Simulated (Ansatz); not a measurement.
# Stack of 1T-CoCl2 under 1T-TiSSe, unshifted in a perpendicular field, part 2 of 3

What dipole does a perpendicular field induce in the stack of 1T-CoCl2 under 1T-TiSSe, unshifted? A positive field points along +c.

Ansatz 0.2.0; plane-wave DFT, PBE+U-D3(BJ), Ansatz PAW.

So far. Step 2 (Relaxation): The lattice constant a goes from 3.508 to 3.488 Å.

## Step 3: Atoms held, field 0

A sawtooth potential applies the field, turning back in the middle of the vacuum. With the dipole correction the typed value is the field outside the slab. The induced dipole is small, so the SCF threshold is tight.

The cell differs from the one that the last finished run ended in (c 47.374 → 26.799 Å).

The input, input.yaml:

```yaml
crystal:
  lattice:
    - [3.4881603815, 0.0, 0.0]
    - [-1.7440801907, 3.0208355028, 0.0]
    - [0.0, 0.0, 26.7988549593]
  atoms:
    - { symbol: Cl, position: [0.6666666667, 0.3333333333, 0.3358352442], spin: 0.11 }
    - { symbol: Co, position: [0.0, 0.0, 0.3872600025], spin: 2.63 }
    - { symbol: Cl, position: [0.3333333333, 0.6666666667, 0.4384138756], spin: 0.11 }
    - { symbol: Se, position: [0.6666666667, 0.3333333333, 0.5547558812] }
    - { symbol: Ti, position: [0.0, 0.0, 0.614670878] }
    - { symbol: S, position: [0.3333333333, 0.6666666667, 0.6641647558] }
magnetization:
  spin_polarized: true
kpoints:
  mp_grid: { grid: [18, 18, 1] }
  band_path:
    path: [[0, 0, 0], [0.5, 0, 0], [0.33333333, 0.33333333, 0], [0, 0, 0]]
    npoints: 16
hamiltonian:
  xc: pbe
  dispersion: d3bj
  hubbard: { sites: [{ species: Co, l: d, u_eff: 4.0 }] }
scf:
  occupations: { method: fermi_dirac, width: 0.05 }
  convergence: { dr2_threshold: 1.0e-10 }
efield:
  axis: 3
  dipole_correction: true
  ramp_position: 0.97
  ramp_width: 0.06
  amplitude: 0
output:
  dos: { projected: true, e_range: [-6, 5] }
  bader: true
  write_potential: true
  write_density: true
  volumetric_format: npy
  elf: true
```

On the command line:

```
$ ansatz run input.yaml --threads 4 --pin off --max-ram 6144MiB --backend cpu --events-out ev --progress --plain --runs-dir out
```

Numbers of over 12 decimals in the logs are rounded to 6 here.

Log:

```text
[...]
Crystal: 6 atoms, lattice volume = 282.384 Å³
Basis set: ecut = 420 eV, 5519 PW (Γ)
Bands: 41, of which v1, the nominal top of the filled ones, is band 33 counted from 1 (32 counted from 0)
Symmetry: 6 space group operations
k-points: 37 of 324 (time reversal used)
[...]
Starting moments: Σ|m| = 2.85 μB on 3 of 6 sites
[...]
SCF iter   1: F=—  HF=-16160.792587 eV  |F-HF|=—  |Δ(HF+E_count)|=         —  Δρ=2.09e-2 (↑2.09e-2 ↓1.89e-2)  dr2=3.82e0  dr2_m=2.01e-1  M=2.961 μB ∫|m|=2.965 μB  β_m=1.00  ethr=3.10e-3  p=0.000 e·Å  D=5.75e-8 V/Å  ΔV_dip=-0.00 eV  dr2_dipole=4.01e-3  V_vac-E_F(+/−)=6.96/6.96 eV  ⟨swp⟩=10.0  Hψ=14274  notcnv=0
efield: sawtooth ramp at fractional position 0.9700 (set: `efield.ramp_position`, or a place that a band, a saddle search or an elastic batch's reference lends), width 0.0600; the density the first Hamiltonian is built on has a dipole p = 0.000 e·Å; the dipole correction subtracts the counter field D = 5.75e-8 V/Å, which shifts the + side's vacuum level by -0.00 eV against the − side's; the planar-averaged density in the ramp window peaks in size at 8.6e-6 e/Å³
[...]
SCF iter   2: F=—  HF=-16160.639769 eV  |F-HF|=—  |Δ(HF+E_count)|=   1.53e-1  Δρ=2.37e-2 (↑8.84e-3 ↓2.37e-2)  dr2=5.11e0  dr2_m=4.18e-1  M=3.252 μB ∫|m|=3.280 μB  β_m=0.30  ethr=3.10e-3  p=0.000 e·Å  D=1.46e-7 V/Å  ΔV_dip=-0.00 eV  dr2_dipole=1.05e0  V_vac-E_F(+/−)=6.64/6.64 eV  ⟨swp⟩=3.0  Hψ=5388  notcnv=0  defer=142  κ⁻¹=1.0e0(r=1)
[...]
SCF iter  11: F=—  HF=-16162.078728 eV  |F-HF|=—  |Δ(HF+E_count)|=   2.26e-2  Δρ=1.78e-3 (↑1.45e-3 ↓1.78e-3)  dr2=1.18e-1  dr2_m=1.19e-3  M=2.998 μB ∫|m|=3.027 μB  β_m=1.20  ethr=6.71e-5  p=-0.025 e·Å  D=-1.59e-2 V/Å  ΔV_dip=0.43 eV  dr2_dipole=2.20e-2  V_vac-E_F(+/−)=5.58/5.16 eV  ⟨swp⟩=2.9  Hψ=6731  notcnv=0  defer=102  κ⁻¹=1.0e0(r=1)
density mixer auto → broyden: gapped, with many states about μ (density of states about μ 0.55 of a free-electron gas's, 48 screened modes)
SCF iter  12: F=—  HF=-16162.078090 eV  |F-HF|=—  |Δ(HF+E_count)|=   6.38e-4  Δρ=8.73e-4 (↑7.10e-4 ↓8.73e-4)  dr2=3.48e-2  dr2_m=2.05e-4  M=3.000 μB ∫|m|=3.030 μB  β_m=1.20  ethr=6.71e-5  p=0.009 e·Å  D=5.66e-3 V/Å  ΔV_dip=-0.15 eV  dr2_dipole=6.28e-3  V_vac-E_F(+/−)=5.43/5.58 eV  ⟨swp⟩=2.6  Hψ=4299  notcnv=0  defer=99  κ⁻¹=5.2e-2(r=2)
[...]
SCF iter  28: F=-16162.111533 eV  HF=-16162.111533 eV  |F-HF|=3.46e-11  |Δ(HF+E_count)|=  1.27e-11  Δρ=8.69e-8 (↑8.58e-8 ↓8.69e-8)  dr2=4.25e-11  dr2_m=7.25e-13  M=3.000 μB ∫|m|=3.029 μB  ethr=1.00e-12  p=-0.010 e·Å  D=-6.15e-3 V/Å  ΔV_dip=0.16 eV  dr2_dipole=3.18e-12  V_vac-E_F(+/−)=5.50/5.33 eV  ⟨swp⟩=12.0  Hψ=10276  notcnv=0
SCF 1 converged in 28 iterations: F = -16162.111533 eV  dr2 = 4.25e-11
[...]
Symmetry: 2 space group operations
k-points: 91 of 324 (time reversal used)
[...]
SCF iter   1: F=—  HF=-16162.111533 eV  |F-HF|=—  |Δ(HF+E_count)|=         —  Δρ=9.42e-8 (↑9.20e-8 ↓9.42e-8)  dr2=4.86e-11  dr2_m=9.74e-13  M=3.000 μB ∫|m|=3.029 μB  ethr=1.00e-12  p=-0.010 e·Å  D=-6.15e-3 V/Å  ΔV_dip=0.16 eV  dr2_dipole=3.57e-12  V_vac-E_F(+/−)=5.50/5.33 eV  ⟨swp⟩=1.8  Hψ=39781  notcnv=0
efield: sawtooth ramp at fractional position 0.9700 (kept from the solve that this one continues, or follows in the run), width 0.0600; the density the first Hamiltonian is built on has a dipole p = -0.010 e·Å; the dipole correction subtracts the counter field D = -6.15e-3 V/Å, which shifts the + side's vacuum level by +0.16 eV against the − side's; the planar-averaged density in the ramp window peaks in size at 6.2e-6 e/Å³
[...]
SCF iter   2: F=—  HF=-16162.109643 eV  |F-HF|=—  |Δ(HF+E_count)|=   1.89e-3  Δρ=2.74e-4 (↑1.72e-4 ↓2.74e-4)  dr2=4.35e-4  dr2_m=1.47e-5  M=3.000 μB ∫|m|=3.029 μB  ethr=1.54e-6  p=-0.010 e·Å  D=-6.38e-3 V/Å  ΔV_dip=0.17 eV  dr2_dipole=3.30e-6  V_vac-E_F(+/−)=5.50/5.33 eV  ⟨swp⟩=1.0  Hψ=35024  notcnv=0
[...]
SCF iter   4: F=—  HF=-16162.111533 eV  |F-HF|=—  |Δ(HF+E_count)|=   8.82e-6  Δρ=6.47e-6 (↑5.00e-6 ↓6.47e-6)  dr2=1.68e-6  dr2_m=1.18e-8  M=3.000 μB ∫|m|=3.029 μB  ethr=2.36e-7  p=-0.009 e·Å  D=-6.02e-3 V/Å  ΔV_dip=0.16 eV  dr2_dipole=3.18e-7  V_vac-E_F(+/−)=5.50/5.34 eV  ⟨swp⟩=1.0  Hψ=15652  notcnv=0
an SCF along what the orbitals of the run's state read of its open shells (or to have them read: on a GPU, or by another smearing), with 4 of the crystal's symmetry operations given up (91 k-points in place of 37), reached no lower state that the run goes on to. This is no proof of a minimum
[...]
this state was not tested for a lower state beside it, because the mixer in use, unlike msr1, does not test its closes by its own steps (another_mixer; see scf.mixing.algorithm and scf.lower_state_search)
NSCF: frozen V_eff on 49 k-points
[...]
SCF converged after 28 iterations
Magnetization: 3.0003 μB (34.0002 up, 30.9998 down)
Absolute magnetization: 3.0266 μB (∫|ρ↑−ρ↓|, with the PAW one-centre terms)
[...]
Per-site moments (μB) at R_I (Å): [(0.114713, 1.006617), (2.629093, 1.004929), (0.114312, 1.004929), (0.00125886, 1.062448), (0.00203218, 0.994718), (0.000593773, 0.994718)]
Free energy (F): -16162.111533 eV
[...]
Internal energy: -16162.106576 eV  (E = F + TS)
E sigma→0 (E₀):  -16162.109054 eV
Entropy (-TS):   -0.004957 eV (-0.826 meV/atom)
Fermi energy:    0.305905 eV
Dipole field:    D = -0.006151 V/Å  (p = -0.009599 e·Å, saw-weighted, corrected)
Work function:   Φ+ = 5.4974 eV   Φ− = 5.3326 eV
Levels:          The Fermi level and band energies are counted from a zero that moves with the ramp; work functions are not
[...]
--- Band table (eV; the first three rows and the last of 74) ---
  k-point 0 ↑: bands = [... 29 lower, -1.6455, -1.6455, -1.0238, 0.5693, 0.5693, 0.6832, 0.6832, 1.3250, ... 4 higher]
  k-point 1 ↑: bands = [... 29 lower, -1.7574, -1.6626, -0.9344, 0.1145, 0.2651, 0.8462, 0.9775, 1.4342, ... 4 higher]
  k-point 2 ↑: bands = [... 29 lower, -2.0487, -1.7048, -0.7886, -0.5482, -0.0718, 0.8557, 1.2807, 1.6216, ... 4 higher]
  k-point 36 ↓: bands = [... 29 lower, -2.1190, -1.9956, 1.1600, 1.3117, 1.5948, 1.6719, 1.7563, 1.8416, ... 4 higher]
Occupation matrices written to <dir>
--- Bader charges: 6 sites ---
  site symbol  charge [e]  shift [e]    m [muB]
     0     Cl     -0.5928     0.0029     0.1597
     1     Co      1.1836     0.0056     2.6773
     2     Cl     -0.5967     0.0028     0.1563
     3     Se     -0.7489     0.0002     0.0033
     4     Ti      1.6743     0.0003     0.0024
     5      S     -0.9195     0.0005     0.0012
  estimated error of the sums over rays = 6.5e-4 e
```

Elapsed: 3.5 min, on 4 threads of Arm Neoverse V1, shared host; peak memory 4.2 GiB.

This step gave:

```
energy at zero smearing        : -16162.1091 eV
site moments                   : 0.1147, 2.629, 0.1143, 0.001259, 0.002032, 5.94e-4 μB
work function, upper face      : 5.497 eV
work function, lower face      : 5.333 eV
dipole along the normal        : -0.009599 e·Å
step between the vacuum levels : 0.1648 eV
```

Running mean over a fixed 2.5 Å (it still follows the layers) of the planar mean; the ramp of the sawtooth is left out. Table of electron's electrostatic potential energy less the Fermi level by z:

```tsv
z (Å)	electron's electrostatic potential energy less the Fermi level (eV)
3.5	5.33
4.0	5.33
4.5	5.33
5.0	5.33
5.5	5.33
6.0	5.32
6.5	5.26
7.0	4.91
7.5	3.41
8.0	1.01
8.5	-1.15
9.0	-3.71
9.5	-6.35
10.0	-7.18
10.5	-7.18
11.0	-7.05
11.5	-5.23
12.0	-2.43
12.5	-0.368
13.0	1.18
13.5	1.72
14.0	0.730
14.5	-1.04
15.0	-3.21
15.5	-5.24
16.0	-6.21
16.5	-6.83
17.0	-6.95
17.5	-5.55
18.0	-2.94
18.5	-0.412
19.0	2.05
19.5	4.19
20.0	5.22
20.5	5.44
21.0	5.49
21.5	5.49
22.0	5.50
22.5	5.50
23.0	5.50
23.5	5.50
```

The density of states has structure finer than the step of the table below, so its rows give means over 0.25 eV, whole bins alone (the curve runs from -6 to 1.99 eV). Peaks (eV: height): total -4.180: 12.6, -4.020: 12.1, -2.750: 20.3, -2.690: 17.4, 0.920: 11.5, 1.330: 27.9, 1.640: 13.7; up -5.200: 10.5, -4.180: 7.26, -4.070: 9.16, -2.770: 7.97, -2.690: 8.93, 1.330: 10.7, 1.640: 7.98; down -4.570: 8.68, -2.750: 14.7, -2.660: 12.9, 0.920: 10.7, 1.330: 17.2, 1.530: 8.90, 1.660: 10.9.

Density of states against energy, zero at the Fermi level; means over each step; values in states/eV a cell:

```tsv
energy (eV)	total	up	down
-5.75	4.97	1.88	3.09
-5.50	2.61	1.55	1.05
-5.25	3.77	2.88	0.888
-5.00	3.59	2.45	1.14
-4.75	3.71	1.94	1.76
-4.50	7.17	1.94	5.23
-4.25	8.43	3.62	4.81
-4.00	8.92	4.39	4.53
-3.75	6.36	2.81	3.55
-3.50	5.50	2.11	3.40
-3.25	5.07	2.06	3.00
-3.00	8.02	3.24	4.78
-2.75	12.1	4.94	7.16
-2.50	4.96	4.20	0.758
-2.25	4.44	3.56	0.880
-2.00	3.52	2.14	1.38
-1.75	2.73	1.40	1.33
-1.50	2.34	1.17	1.17
-1.25	3.11	1.55	1.57
-1.00	2.20	1.10	1.09
-0.75	0.800	0.422	0.378
-0.50	0.393	0.197	0.196
-0.25	0.273	0.136	0.136
0.00	0.439	0.221	0.218
0.25	1.71	0.851	0.858
0.50	3.37	1.67	1.70
0.75	3.11	1.10	2.02
1.00	3.40	0.603	2.80
1.25	9.70	3.18	6.52
1.50	10.1	2.69	7.40
1.75	3.01	0.923	2.09
```

Projected DOS per atom over height of the atomic layer and energy from the Fermi level. Layers: Cl Co Cl Se Ti S from below.

Ten even steps from '0' (0.0 states/eV) to '9' (6.6 states/eV), each cell a mean:
```
000010
050190
020020
020030
000020
000000
000000
000000
000201
000201
000201
101100
212111
111224
211001
212001
212212
222101
111000
121000
020000
121000
```
Columns: height of the atomic layer (Å) from 9 to 17.8 (not evenly spaced); rows upwards: energy from the Fermi level (eV) from -5.96 to 1.96.

Projected DOS per atom, spin up over height of the atomic layer and energy from the Fermi level. Layers: Cl Co Cl Se Ti S from below.

Ten even steps from '_' (0.00 states/eV) to '@' (3.58 states/eV), each cell a mean:
```
____________
______..@@__
________..__
________--__
________::__
____________
____________
____________
______..__..
______..____
______::__..
::__::..____
--..--......
..__....::--
..__..____..
..__..____..
::__::::..::
..__....__..
__..________
..==..______
__--________
__::________
```
Columns: height of the atomic layer (Å) from 9 to 17.8 (not evenly spaced); rows upwards: energy from the Fermi level (eV) from -5.96 to 1.96.

Projected DOS per atom, spin down over height of the atomic layer and energy from the Fermi level. Layers: Cl Co Cl Se Ti S from below.

Ten even steps from '0' (0.00 states/eV) to '9' (3.64 states/eV), each cell a mean:
```
000010
191080
040020
040020
000020
000000
000000
000000
000101
000100
000201
000100
111111
121123
222001
212001
212102
232101
112000
000000
101000
212000
```
Columns: height of the atomic layer (Å) from 9 to 17.8 (not evenly spaced); rows upwards: energy from the Fermi level (eV) from -5.96 to 1.96.

Deep bands are left out, so band numbers here count from the lowest band kept and differ from the log's. Electronic bands along the path, in eV, zero at the Fermi level; # counts the bands kept:

```tsv
point	up #16	up #17	up #18	up #19	down #13	down #14	down #15	down #16
Γ	0.26	0.26	0.38	0.38	0.26	0.26	0.38	0.38
halfway	-1.06	-1.00	0.32	1.37	-1.09	-1.00	0.32	0.94
M	-1.93	-1.22	0.04	1.32	-1.95	-1.23	0.04	0.88
halfway	-2.21	-1.98	0.65	1.38	-2.24	-2.03	0.65	0.87
K	-2.39	-2.22	1.00	1.33	-2.42	-2.30	0.85	1.01
halfway	-1.75	-1.09	0.67	1.21	-1.75	-1.12	0.66	0.94
Γ	0.26	0.26	0.38	0.38	0.26	0.26	0.38	0.38
```

Spin density in the ca plane at fractional y = 0.000, with atoms of Co and Ti within 0.2 Å of it.

Values in units of 1e0 e/Å³, 5 rows by 16 columns, each cell a mean:
```
0.1 1.7 0.1 0.0 0.0 0.0 0.0 0.0 0.0 0.0 0.0 0.0 0.0 0.0 0.0 0.0
0.0 0.0 0.0 0.0 0.0 0.0 0.0 0.0 0.0 0.0 0.0 0.0 0.0 0.0 0.0 0.0
0.0 0.0 0.0 0.0 0.0 0.0 0.0 0.0 0.0 0.0 0.0 0.0 0.0 0.0 0.0 0.0
0.0 0.1 0.0 0.0 0.0 0.0 0.0 0.0 0.0 0.0 0.0 0.0 0.0 0.0 0.0 0.0
0.2 3.4 0.2 0.0 0.0 0.0 0.0 0.0 0.0 0.0 0.0 0.0 0.0 0.0 0.0 0.0
```
Columns run along c (16.0 Å, from fractional 0.34 to 0.94 of the cell), rows up along a (3.5 Å). Atoms in or near the plane, at fractional coordinates: Co at (0.39, 0.00), Ti at (0.61, 0.00).

ELF of down spins in the ca plane at fractional y = 0.000, with atoms of Co and Ti within 0.2 Å of it. It is the smooth field of the valence electrons, not physical close to the nuclei.

Ten even steps from '0' (0.00) to '9' (0.97), each cell a mean:
```
00000000000017971000000001111453620000000000
00000000122212221222100013442245412321000000
00000002456531013565300146665211146664200000
00000024677752125777510267776522478876420000
00000024677752125777510267777532578876420000
00000013567641014676410256776411367775310000
00000001244311011343200134553122125542100000
00000000001015651010000001221465621110000000
00000000000018981000000000101431530000000000
```
Columns run along c (16.0 Å, from fractional 0.20 to 0.80 of the cell), rows up along a (3.5 Å). Atoms in or near the plane, at fractional coordinates: Co at (0.39, 0.00), Ti at (0.61, 0.00).

Electrostatic potential energy in the ca plane at fractional y = 0.000, with atoms of Co and Ti within 0.2 Å of it. With pseudopotentials it is smooth inside the atoms' cores, unlike the true potential.

Values in eV, 5 rows by 16 columns, each cell a mean:
```
  6   6   5   4 -16 -34  -2   5   5   3 -13 -33  -5   5   6   6
  6   6   5   2  -1  -4   1   4   5   0  -2  -6  -1   4   6   6
  6   6   5   1   1   2  -1   3   4  -4  -1   1  -2   3   6   6
  6   6   5   3  -3 -11   1   4   5   1  -4 -13  -1   4   6   6
  6   6   5   4 -20 -38  -3   5   5   4 -16 -37  -7   5   6   6
```
Columns run along c (16.0 Å, from fractional 0.20 to 0.80 of the cell; values clipped at the 3rd and 97th percentile), rows up along a (3.5 Å). Atoms in or near the plane, at fractional coordinates: Co at (0.39, 0.00), Ti at (0.61, 0.00).

The work function of the upper face is 5.50 eV.

## Step 4: Single point, field 0.03 V/Å

Edit input.yaml of step 3 so:

```diff
@@ -31,6 +31,4 @@
   ramp_width: 0.06
-  amplitude: 0
+  amplitude: 0.03
 output:
-  dos: { projected: true, e_range: [-6, 5] }
-  bader: true
   write_potential: true
@@ -38,2 +36 @@
   volumetric_format: npy
-  elf: true
```

Log:

```text
[...]
Crystal: 6 atoms, lattice volume = 282.384 Å³
Basis set: ecut = 420 eV, 5519 PW (Γ)
Bands: 41, of which v1, the nominal top of the filled ones, is band 33 counted from 1 (32 counted from 0)
Symmetry: 6 space group operations
k-points: 37 of 324 (time reversal used)
[...]
Starting moments: Σ|m| = 2.85 μB on 3 of 6 sites
[...]
k-point 1 ↑: bands = [... 29 lower, -1.7752, -1.6805, -0.9148, 0.1367, 0.2873, 0.8687, 0.9999, 1.4577, ... 4 higher]
  k-point 2 ↑: bands = [... 29 lower, -2.0663, -1.7227, -0.7683, -0.5266, -0.0496, 0.8783, 1.3031, 1.6449, ... 4 higher]
  k-point 36 ↓: bands = [... 29 lower, -2.0941, -1.9778, 1.1425, 1.3342, 1.6031, 1.6602, 1.7527, 1.8583, ... 4 higher]
Occupation matrices written to <dir>
[key lines of the parts left out:]
SCF converged after 28 iterations
Magnetization: 3.0003 μB (34.0002 up, 30.9998 down)
Free energy (F): -16162.111483 eV
Fermi energy:    0.328722 eV
Dipole field:    D = 0.004025 V/Å  (p = 0.006282 e·Å, saw-weighted, corrected)
```

Wall time 3.6 min (4 threads); peak memory 4.2 GiB.

The dipole is 0.00628 e·Å, 0.0159 e·Å from its value without field.

## Step 5: Atoms held, field -0.03 V/Å

Edit input.yaml of step 4 so:

```diff
@@ -31,3 +31,3 @@
   ramp_width: 0.06
-  amplitude: 0.03
+  amplitude: -0.03
 output:
```

Log:

```text
[...]
Crystal: 6 atoms, lattice volume = 282.384 Å³
Basis set: ecut = 420 eV, 5519 PW (Γ)
Bands: 41, of which v1, the nominal top of the filled ones, is band 33 counted from 1 (32 counted from 0)
Symmetry: 6 space group operations
k-points: 37 of 324 (time reversal used)
[...]
Starting moments: Σ|m| = 2.85 μB on 3 of 6 sites
[...]
k-point 1 ↑: bands = [... 29 lower, -1.7395, -1.6446, -0.9541, 0.0923, 0.2428, 0.8236, 0.9550, 1.4106, ... 4 higher]
  k-point 2 ↑: bands = [... 29 lower, -2.0311, -1.6868, -0.8089, -0.5699, -0.0940, 0.8329, 1.2583, 1.5982, ... 4 higher]
  k-point 36 ↓: bands = [... 29 lower, -2.1439, -2.0132, 1.1775, 1.2891, 1.5825, 1.6810, 1.7639, 1.8275, ... 4 higher]
Occupation matrices written to <dir>
[key lines of the parts left out:]
SCF converged after 28 iterations
Magnetization: 3.0003 μB (34.0002 up, 30.9998 down)
Free energy (F): -16162.112059 eV
Fermi energy:    0.283017 eV
Dipole field:    D = -0.016323 V/Å  (p = -0.025473 e·Å, saw-weighted, corrected)
```

The job ended after 3.6 min (4 threads; peak memory 4.2 GiB; 14 min of CPU time).

The dipole is -0.0255 e·Å, -0.0159 e·Å from its value without field.

## Step 6: Atoms held, field 0.15 V/Å

Edit input.yaml of step 5 so:

```diff
@@ -29,5 +29,5 @@
   dipole_correction: true
-  ramp_position: 0.97
-  ramp_width: 0.06
-  amplitude: -0.03
+  ramp_position: 0.9534
+  ramp_width: 0.0944
+  amplitude: 0.15
 output:
```

Log:

```text
[...]
Crystal: 6 atoms, lattice volume = 282.384 Å³
Basis set: ecut = 420 eV, 5519 PW (Γ)
Bands: 41, of which v1, the nominal top of the filled ones, is band 33 counted from 1 (32 counted from 0)
Symmetry: 6 space group operations
k-points: 37 of 324 (time reversal used)
[...]
Starting moments: Σ|m| = 2.85 μB on 3 of 6 sites
[...]
k-point 1 ↑: bands = [... 29 lower, -1.8476, -1.7532, -0.8384, 0.2228, 0.3736, 0.9562, 1.0868, 1.5493, ... 4 higher]
  k-point 2 ↑: bands = [... 29 lower, -2.1376, -1.7954, -0.6893, -0.4426, 0.0365, 0.9665, 1.3900, 1.7356, ... 4 higher]
  k-point 36 ↓: bands = [... 29 lower, -1.9969, -1.9078, 1.0708, 1.4219, 1.5873, 1.5995, 1.7829, 1.9345, ... 4 higher]
Occupation matrices written to <dir>
[key lines of the parts left out:]
SCF converged after 28 iterations
Magnetization: 3.0003 μB (34.0001 up, 30.9999 down)
Free energy (F): -16162.116049 eV
Fermi energy:    0.417498 eV
Dipole field:    D = 0.044743 V/Å  (p = 0.069824 e·Å, saw-weighted, corrected)
```

Elapsed: 3.7 min, on 4 threads; peak memory 4.2 GiB; 15 min of CPU time.

The dipole is 0.0698 e·Å, 0.0794 e·Å from its value without field.

## Step 7: Single point, field 0.25 V/Å

Edit input.yaml of step 6 so:

```diff
@@ -31,3 +31,3 @@
   ramp_width: 0.0944
-  amplitude: 0.15
+  amplitude: 0.25
 output:
```

Log:

```text
[...]
Crystal: 6 atoms, lattice volume = 282.384 Å³
Basis set: ecut = 420 eV, 5519 PW (Γ)
Bands: 41, of which v1, the nominal top of the filled ones, is band 33 counted from 1 (32 counted from 0)
Symmetry: 6 space group operations
k-points: 37 of 324 (time reversal used)
[...]
Starting moments: Σ|m| = 2.85 μB on 3 of 6 sites
[...]
k-point 1 ↑: bands = [... 29 lower, -1.9066, -1.8124, -0.7750, 0.2936, 0.4446, 1.0282, 1.1584, 1.6245, ... 4 higher]
  k-point 2 ↑: bands = [... 29 lower, -2.1954, -1.8546, -0.6239, -0.3734, 0.1073, 1.0391, 1.4614, 1.8101, ... 4 higher]
  k-point 36 ↓: bands = [... 29 lower, -1.9166, -1.8491, 1.0115, 1.4940, 1.5426, 1.5443, 1.8394, 2.0023, ... 4 higher]
Occupation matrices written to <dir>
[key lines of the parts left out:]
SCF converged after 28 iterations
Magnetization: 3.0003 μB (34.0001 up, 30.9999 down)
Free energy (F): -16162.125682 eV
Fermi energy:    0.490543 eV
Dipole field:    D = 0.078728 V/Å  (p = 0.122858 e·Å, saw-weighted, corrected)
```

Wall time 3.7 min (4 threads); peak memory 4.2 GiB; 15 min of CPU time.

The dipole is 0.123 e·Å, 0.132 e·Å from its value without field.

(Part 2 of 3 ends here.)

[Logs are printed without paths, hosts, clocks, repeated set-up lines and the standing remarks that a program may print on its own settings, such as how far it seeks lower states.]

[Hosts, paths, dates, database ids (printed as entryN), source tags and the programs' standing remarks are cut or masked in the printed files.]

[Maps of the electrostatic potential energy from Ansatz leave out the sawtooth potential of an applied field or a dipole correction, so their vacuum need not be flat; planar profiles and work functions include it.]

[The density of states shown here was stored with 400 of the rows of the run's finer table, so its peaks can read low, often by over a quarter, or be missed, and its means over a window can be off by a tenth or more.]
